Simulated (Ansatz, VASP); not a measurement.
Al2Cu: VASP beside Ansatz

```
Al Cu
1.0
     4.08486    0.00000    0.00000
     0.00000    4.08486    0.00000
     0.00000    0.00000    2.84641
Al Cu
2 1
Direct
  0.50000 0.00000 0.50000
  0.00000 0.50000 0.50000
  0.00000 0.00000 0.00000
```

Alike in both runs: functional PBEsol; k mesh 10 × 10 × 14; occupations gaussian, width 0.1 eV; no spin polarisation.

Ansatz relaxed the structure, and its values are those at the end. VASP's run is a single point on that final structure, the one shown.

|  | VASP | Ansatz |
| --- | --- | --- |
| version | VASP 6.6.1 | Ansatz 0.2.0 |
| potentials or method | VASP PAW PBE potentials, release 64 (Al, Cu) | scalar-relativistic, plane waves, PAW |
| plane-wave cutoff (eV) | 520 | 420 |
| valence electrons in the cell | 17 | 25 |

Ansatz gave:

- gap on the k mesh at the Fermi level (eV): none
- pressure (GPa): 0.0

Problem. Which values does VASP return?

Solution. gap on the k mesh at the Fermi level (eV): none; pressure (GPa): 0.2.

A gap of «none» marks a metal or a gap that the smearing closes. The two sets of potentials don't hold the same shells in valence. Ansatz warned: «pseudo_functional_mismatch».

Caveats: the PAW data sets were made with another functional, which shifts forces and pressure a little (VASP).
